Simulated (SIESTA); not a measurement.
The system is SnO2 (Cassiterite).

```
Sn O
1.0
     4.73800    0.00000    0.00000
     0.00000    4.73800    0.00000
     0.00000    0.00000    3.18650
Sn O
2 4
Direct
  0.50000 0.50000 0.50000
  0.00000 0.00000 0.00000
  0.80710 0.19290 0.50000
  0.69290 0.69290 0.00000
  0.19290 0.80710 0.50000
  0.30710 0.30710 0.00000
```

Base run:

* Program: SIESTA 5.4.2
* Functional: vdW-DF-cx
* Potentials or basis: PseudoDojo 0.4 standard (PBE files)
* Basis: DZP (energy shift 0.003 Ry; two zetas on semicore shells)
* Grid cutoff: 800 Ry
* Energy shift: 0.003 Ry
* k mesh: 6 × 6 × 8
* Occupations: fermi-dirac, width 0.05 eV
* Spin: no spin polarisation

Its results: band gap on the k mesh 0.96 eV, direct; pressure 13.3 GPa; largest force 0.281 eV/Å.

Q: The run is repeated on the same cell with these changes: functional from vdW-DF-cx to AM05; potentials or basis from PseudoDojo 0.4 standard (PBE files) to PseudoDojo 0.4 standard (PBEsol files). What comes out?

A: Band gap on the k mesh 0.94 eV, direct; pressure 11.6 GPa; largest force 0.201 eV/Å.

Caveats: the potentials were made for another functional, which shifts forces and pressure; spin-orbit coupling is left out, which moves the levels of the heavy elements; the basis of atomic orbitals isn't converged, which shifts pressures, moduli and gaps.
